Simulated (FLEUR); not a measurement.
HgSe: equation of state with PW91

Crystal: HgSe.

```
Hg Se
1.0
     0.00000    3.03900    3.03900
     3.03900    0.00000    3.03900
     3.03900    3.03900    0.00000
Hg Se
1 1
Cartesian
  0.0000 0.0000 0.0000
  4.5585 4.5585 4.5585
```

| Item | Value |
| --- | --- |
| Program | FLEUR MaX-R8.1 (later development tree) |
| Task | equation of state |
| Functional | PW91 |
| Potentials or basis | all-electron |
| Basis | FLAPW |
| Kmax | 3.8 1/bohr |
| k mesh | 8 × 8 × 8 |
| Occupations | fermi-dirac, width 0.05 eV |
| Spin | no spin polarisation |

The equilibrium volume is 30.84 Å³/atom (rough: see the caveat) and the bulk modulus is 32 GPa (rough).

Energy against volume, from the lowest point:
| volume (Å³/atom) | energy (meV/atom) |
| --- | --- |
| 26.383 | 98.49 |
| 26.944 | 69.74 |
| 28.067 | 28.82 |
| 29.189 | 6.37 |
| 29.751 | 0.00 |

Caveat: the fit is doubtful: noisy points or a state that changes with volume; the minimum lies outside the volumes run; the plane-wave cutoff is short for the semicore states, which can make moduli rough. Spin-orbit coupling is left out, which matters for the levels of Hg.
